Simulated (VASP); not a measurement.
## AlN (rocksalt): a PBE single-point calculation in VASP

INCAR

```
SIGMA = 0.02
LASPH = .TRUE.
PREC = Accurate
ENCUT = 520
LREAL = .FALSE.
LCHARG = .FALSE.
EDIFF = 1E-7
ISIF = 2
NELM = 120
GGA = PE
IBRION = -1
NBANDS = 11
ISMEAR = -1
NSW = 0
LWAVE = .FALSE.
```

KPOINTS

```
KPOINTS created by Atomic Simulation Environment
0
Gamma
10 10 10
0 0 0
```

KPOINTS_OPT

```
special points
6
Reciprocal
0.0000000000 0.0000000000 0.0000000000 1
0.5000000000 0.0000000000 0.5000000000 1
0.6250000000 0.2500000000 0.6250000000 1
0.3750000000 0.3750000000 0.7500000000 1
0.5000000000 0.5000000000 0.5000000000 1
0.5000000000 0.2500000000 0.7500000000 1
```

POSCAR

```
Al N
 1.0000000000000000
    -0.0000000000000000    2.0188684512725295    2.0188684512725295
     2.0188684512725295    0.0000000000000000    2.0188684512725295
     2.0188684512725295    2.0188684512725295   -0.0000000000000000
 Al  N
   1   1
Cartesian
 -0.0000000000000000  0.0000000000000000 -0.0000000000000000
  2.0188684512725295  2.0188684512725295  2.0188684512725295
```

VASP ran with the recommended PBE PAW datasets (8 valence electrons in the cell).

Command

```
mpirun -np 1 vasp_std
```

OSZICAR

```
N       E                     dE             d eps       ncg     rms          rms(c)
DAV:   1     0.118865992265E+02    0.11887E+02   -0.40061E+03  1050   0.622E+02
DAV:   2    -0.155015151553E+02   -0.27388E+02   -0.26241E+02  1257   0.143E+02
DAV:   3    -0.162835792917E+02   -0.78206E+00   -0.78056E+00  1254   0.223E+01
DAV:   4    -0.162866292853E+02   -0.30500E-02   -0.30498E-02  1172   0.149E+00
DAV:   5    -0.162866545548E+02   -0.25270E-04   -0.25269E-04  1214   0.133E-01    0.761E+00
DAV:   6    -0.145591307892E+02    0.17275E+01   -0.74593E+00  1130   0.145E+01    0.270E+00
DAV:   7    -0.145441098058E+02    0.15021E-01   -0.18271E-01  1171   0.312E+00    0.178E+00
DAV:   8    -0.145386806257E+02    0.54292E-02   -0.15537E-02  1094   0.109E+00    0.336E-01
DAV:   9    -0.145383357392E+02    0.34489E-03   -0.14525E-03  1175   0.228E-01    0.151E-01
DAV:  10    -0.145383941968E+02   -0.58458E-04   -0.13354E-04  1150   0.852E-02    0.420E-02
DAV:  11    -0.145383886261E+02    0.55707E-05   -0.17730E-05  1211   0.237E-02    0.772E-03
DAV:  12    -0.145383883073E+02    0.31879E-06   -0.64691E-07  1145   0.673E-03    0.129E-03
DAV:  13    -0.145383882597E+02    0.47629E-07   -0.10216E-08   628   0.701E-04
   1 F= -.14538388E+02 E0= -.14538388E+02  d E =-.701852E-11
       N       E                     dE             ncg
DAV:   1     0.766236020801E+03   -0.18144E+04      132
DAV:   2     0.612754842700E+03   -0.15348E+03      180
DAV:   3     0.607806217738E+03   -0.49486E+01      159
DAV:   4     0.607780371113E+03   -0.25847E-01      161
DAV:   5     0.607780108934E+03   -0.26218E-03      159
DAV:   6     0.607780105085E+03   -0.38496E-05      161
DAV:   7     0.607780105023E+03   -0.61991E-07      148
```

From OUTCAR

```
k-points           NKPTS =     47   k-points in BZ     NKDIM =     47   number of bands    NBANDS=     11

   NELECT =       8.0000    total number of electrons

   dimension x,y,z NGX =    24 NGY =   24 NGZ =   24
   dimension x,y,z NGXF=    48 NGYF=   48 NGZF=   48

  energy-cutoff  :      520.00
  volume of cell :       16.46
      direct lattice vectors                 reciprocal lattice vectors
     0.000000000  2.018868451  2.018868451    -0.247663487  0.247663487  0.247663487
     2.018868451  0.000000000  2.018868451     0.247663487 -0.247663487  0.247663487
     2.018868451  2.018868451  0.000000000     0.247663487  0.247663487 -0.247663487

 k-points in reciprocal lattice and weights: KPOINTS created by Atomic Simulation Env
   0.00000000  0.00000000  0.00000000       0.001
   0.10000000  0.00000000  0.00000000       0.008
   0.20000000  0.00000000  0.00000000       0.008
   0.30000000  0.00000000  0.00000000       0.008
   0.40000000  0.00000000  0.00000000       0.008
   0.50000000  0.00000000  0.00000000       0.004
   0.10000000  0.10000000  0.00000000       0.006
   0.20000000  0.10000000  0.00000000       0.024
   ...

 E-fermi :  10.4104

 k-point     1 :       0.0000    0.0000    0.0000
  band No.  band energies     occupation
      1      -7.5734      2.00000
      2      10.0163      2.00000
      3      10.0163      2.00000
      4      10.0163      2.00000
      5      15.7544      0.00000
      6      22.1970      0.00000
      7      22.1970      0.00000
      8      22.1970      0.00000
      9      27.3489      0.00000
     10      27.8364      0.00000
     11      27.8364      0.00000

 k-point     2 :       0.1000    0.0000    0.0000
  band No.  band energies     occupation
      1      -7.3674      2.00000
      2       8.9980      2.00000
      3       9.8932      2.00000
      4       9.8932      2.00000
      5      16.3785      0.00000
      6      21.2954      0.00000
      7      22.4979      0.00000
      8      22.4979      0.00000
      9      26.2722      0.00000
     10      26.2722      0.00000
     11      28.3294      0.00000

 k-point     3 :       0.2000    0.0000    0.0000
  band No.  band energies     occupation
      1      -6.7683      2.00000
      2       6.8503      2.00000
      3       9.5945      2.00000
      4       9.5945      2.00000
      5      17.0088      0.00000
      6      20.8127      0.00000
      7      22.6848      0.00000
      8      22.6848      0.00000
      9      25.6825      0.00000
     10      25.6825      0.00000
     11      27.6698      0.00000

 k-point     4 :       0.3000    0.0000    0.0000
  band No.  band energies     occupation
      1      -5.8495      2.00000
      2       4.5128      2.00000
      3       9.2636      2.00000
      4       9.2636      2.00000
      5      16.7238      0.00000
      6      21.7845      0.00000
      7      21.9560      0.00000
      8      21.9560      0.00000
      9      26.8331      0.00000
     10      27.1738      0.00000
     11      27.1738      0.00000

 k-point     5 :       0.4000    0.0000    0.0000
  band No.  band energies     occupation
      1      -4.8273      2.00000
      2       2.5464      2.00000
      3       9.0203      2.00000
      4       9.0203      2.00000
      5      16.3254      0.00000
      6      21.2892      0.00000
      7      21.2892      0.00000
      8      22.9328      0.00000
      9      26.2930      0.00000
     10      29.4080      0.00000
     11      29.4080      0.00000

 k-point     6 :       0.5000    0.0000    0.0000
  band No.  band energies     occupation
      1      -4.2962      2.00000
      2       1.6872      2.00000
      3       8.9323      2.00000
      4       8.9323      2.00000
      5      16.1779      0.00000
      6      21.0497      0.00000
      7      21.0497      0.00000
      8      23.3796      0.00000
      9      26.1567      0.00000
     10      30.7429      0.00000
     11      30.7429      0.00000

 k-point     7 :       0.1000    0.1000    0.0000
  band No.  band energies     occupation
      1      -7.2993      2.00000
      2       9.0792      2.00000
      3       9.6470      2.00000
      4       9.6470      2.00000
      5      16.6406      0.00000
      6      20.6441      0.00000
      7      22.8153      0.00000
      8      22.8153      0.00000
      9      24.5394      0.00000
     10      28.1602      0.00000
     11      29.5544      0.00000

 k-point     8 :       0.2000    0.1000    0.0000
  band No.  band energies     occupation
      1      -6.8323      2.00000
      2       7.4849      2.00000
      3       9.2709      2.00000
      4       9.4017      2.00000
      5      17.4479      0.00000
      6      19.8141      0.00000
      7      22.4631      0.00000
      8      23.3038      0.00000
      9      24.0868      0.00000
     10      27.5211      0.00000
     11      29.2131      0.00000

 k-point     9 :       0.3000    0.1000    0.0000
  band No.  band energies     occupation
      1      -6.0184      2.00000
      2       5.3106      2.00000
      3       8.9275      2.00000
      4       8.9906      2.00000
      5      17.4414      0.00000
      6      20.5559      0.00000
      7      21.1786      0.00000
      8      22.9374      0.00000
      9      25.5448      0.00000
     10      28.2900      0.00000
     11      28.5666      0.00000

 k-point    10 :       0.4000    0.1000    0.0000
  band No.  band energies     occupation
      1      -5.0102      2.00000
      2       3.2563      2.00000
      3       8.5356      2.00000
      4       8.7287      2.00000
      5      17.0608      0.00000
      6      20.3488      0.00000
      7      22.1035      0.00000
      8      22.1457      0.00000
      9      27.0218      0.00000
     10      28.4126      0.00000
     11      30.1197      0.00000

 k-point    11 :       0.5000    0.1000    0.0000
  band No.  band energies     occupation
      1      -4.2443      2.00000
      2       1.9799      2.00000
      3       8.1973      2.00000
      4       8.7248      2.00000
      5      16.8887      0.00000
      6      20.0458      0.00000
      7      21.5890      0.00000
      8      23.1518      0.00000
      9      27.4112      0.00000
     10      29.5626      0.00000
     11      31.0024      0.00000

 k-point    12 :      -0.4000    0.1000    0.0000
  band No.  band energies     occupation
      1      -4.4267      2.00000
      2       2.2699      2.00000
      3       8.0640      2.00000
      4       8.9139      2.00000
      5      16.9812      0.00000
      6      20.2747      0.00000
      7      21.4633      0.00000
      8      22.9801      0.00000
      9      27.6458      0.00000
     10      29.2254      0.00000
     11      30.2282      0.00000

 k-point    13 :      -0.3000    0.1000    0.0000
  band No.  band energies     occupation
      1      -5.3512      2.00000
      2       3.9009      2.00000
      3       8.1774      2.00000
      4       9.2456      2.00000
      5      17.3108      0.00000
      6      20.9632      0.00000
      7      21.8054      0.00000
      8      21.8310      0.00000
      9      26.6783      0.00000
     10      28.1035      0.00000
     11      29.2930      0.00000

 k-point    14 :      -0.2000    0.1000    0.0000
  band No.  band energies     occupation
      1      -6.3228      2.00000
      2       6.0347      2.00000
      3       8.5513      2.00000
      4       9.6172      2.00000
      5      17.6519      0.00000
      6      20.4039      0.00000
      7      22.0729      0.00000
      8      22.6839      0.00000
      9      24.5722      0.00000
     10      27.5845      0.00000
     11      28.8787      0.00000

 k-point    15 :      -0.1000    0.1000    0.0000
  band No.  band energies     occupation
      1      -7.0306      2.00000
      2       7.9623      2.00000
      3       9.2063      2.00000
      4       9.8788      2.00000
      5      17.1288      0.00000
      6      20.4311      0.00000
      7      22.7897      0.00000
      8      22.9183      0.00000
      9      24.3837      0.00000
     10      26.5887      0.00000
     11      29.1802      0.00000

 k-point    16 :       0.2000    0.2000    0.0000
  band No.  band energies     occupation
      1      -6.5073      2.00000
      2       7.1999      2.00000
      3       8.8208      2.00000
      4       8.8208      2.00000
      5      17.9706      0.00000
      6      18.4322      0.00000
      7      21.5856      0.00000
      8      24.2242      0.00000
      9      24.2242      0.00000
     10      29.1102      0.00000
     11      31.3102      0.00000

 ...

  Total        0.6292348      0.6292348      0.6292348      0.0000000      0.0000000      0.0000000
  in kB       61.2589043     61.2589043     61.2589043      0.0000000      0.0000000      0.0000000
  external PRESSURE =      61.2589043 kB  Pullay stress =       0.0000000 kB

 POSITION                                       TOTAL-FORCE (eV/Angst)
 -----------------------------------------------------------------------------------
      0.00000      0.00000      0.00000         0.000000     -0.000000     -0.000000
      2.01887      2.01887      2.01887        -0.000000      0.000000      0.000000
 -----------------------------------------------------------------------------------
    total drift:                               -0.000000     -0.000000      0.000000

  FREE ENERGIE OF THE ION-ELECTRON SYSTEM (eV)
  ---------------------------------------------------
  free  energy   TOTEN  =       -14.5383882597 eV

  energy  without entropy=      -14.5383882597  energy(sigma->0) =      -14.53838826
```

The gap between bands v and c is 4.65 eV, the least direct gap is 5.74 eV and the pressure is 6.1 GPa.

Band v is the last that the valence electrons fill when counted band by band, and c is the next.
